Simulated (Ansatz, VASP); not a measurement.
## Ru in VASP and in Ansatz

```
Ru
1.0
     5.34777    0.00000    0.00000
    -2.67389    4.63131    0.00000
     0.00000    0.00000   21.22642
Ru
12
Cartesian
  0.0000 1.5438 8.5000
  -1.3369 3.8594 8.5000
  2.6739 1.5438 8.5000
  1.3369 3.8594 8.5000
  1.3369 0.7719 10.5389
  0.0000 3.0875 10.5389
  4.0108 0.7719 10.5389
  2.6739 3.0875 10.5389
  0.0000 1.5438 12.5778
  -1.3369 3.8594 12.5778
  2.6739 1.5438 12.5778
  1.3369 3.8594 12.5778
```

Alike in both runs: functional LDA; k mesh 6 × 6 × 1; occupations gaussian, width 0.1 eV; no spin polarisation.

Ansatz relaxed the structure, and its values are those at the end. VASP's run is a single point on that final structure, the one shown.

|  | VASP | Ansatz |
| --- | --- | --- |
| version | VASP 6.6.1 | Ansatz 0.2.0 |
| potentials or method | VASP PAW LDA potentials, release 64 (Ru_pv) | scalar-relativistic, plane waves, PAW |
| plane-wave cutoff (eV) | 520 | 420 |
| valence electrons in the cell | 168 | 192 |

|  | VASP | Ansatz | Ansatz less VASP |
| --- | --- | --- | --- |
| gap on the k mesh at the Fermi level (eV) | none | none | - |
| rms of the force components (eV/Å) | 0.033 | 0.000 | -0.0323 |
| work function, face that differs most (eV) | 5.28 | 5.31 | +0.036 |

A gap of «none» marks a metal or a gap that the smearing closes. The two sets of potentials don't hold the same shells in valence.
